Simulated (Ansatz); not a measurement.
Mg (R-3m) under several functionals

Plane-wave DFT in Ansatz with scalar-relativistic PAW potentials. The same structure was relaxed (cell and atoms, symmetry kept) in separate runs at each level. This form isn't the element's structure at ambient conditions. No spin polarisation.

Task: How do the levels LDA, PBE, PBEsol, r2SCAN compare?

Result:
```tsv
level	cutoff (eV)	k mesh	V (Å³/atom)	a (Å)	c (Å)
LDA	420	15×15×15	21.645	3.140	22.818
PBEsol	420	15×15×15	22.554	3.184	23.125
r2SCAN	500	15×15×15	22.612	3.188	23.126
PBE	420	15×15×15	22.989	3.203	23.281
```

The usual order of volumes, LDA < PBEsol < PBE, holds here (21.645, 22.554, 22.989 Å³/atom). As a rule LDA overbinds; PBEsol, built on the gradient expansion of slowly varying densities, lies between LDA and PBE; PBE's stronger gradient term for exchange weakens bonds. r2SCAN lies 1.6 % under PBE in volume.